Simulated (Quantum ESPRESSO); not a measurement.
Crystal: SrCl2.

```xyz
3
Lattice="0.0000 3.4884 3.4884 3.4884 0.0000 3.4884 3.4884 3.4884 0.0000" Properties=species:S:1:pos:R:3 pbc="T T T"
Sr    0.0000    0.0000    0.0000
Cl    5.2325    5.2325    5.2325
Cl    1.7442    1.7442    1.7442
```

```yaml
Program: Quantum ESPRESSO 7.5
Task: phonons
Functional: PBE
Potentials_or_basis: PseudoDojo 0.4.1 SR PBE standard
Cutoff: 925 eV
Density_cutoff: 3701 eV
k_mesh: 2 × 2 × 2, shifted
Occupations: fermi-dirac, width 0.05 eV
Spin: no spin polarisation
Target_pressure: 3 GPa
Mixing_beta: 0.5
Most_SCF_iterations: 120
SCF_threshold: 6e-10 Ry
```

The cell and the atoms were relaxed first at 3 GPa, to 26.91 Å³/atom (a = 4.851 Å, b = 4.851 Å, c = 4.851 Å, α = 60.00°, β = 60.00°, γ = 60.00°), and the response was taken there.

The first run showed a gap, so the response started from a second, tighter run with fixed occupations.

**Question.** Where do the zone-centre optical modes lie?

**Answer.** T1u at 155 cm⁻¹ (IR); T2g at 196 cm⁻¹ (Raman). Polar modes are given without the macroscopic field (transverse values).

Optical modes at Γ, degenerate ones joined, polar ones without the macroscopic field:
| cm⁻¹ | components | symmetry | active in | IR intensity, summed ((D/Å)²/amu) |
| --- | --- | --- | --- | --- |
| 155 | 3 | T1u | IR | 10.51 |
| 196 | 3 | T2g | Raman | 0.00 |

Caveat: the k mesh is coarse (spacing up to 0.78 Å⁻¹), so the values aren't converged.
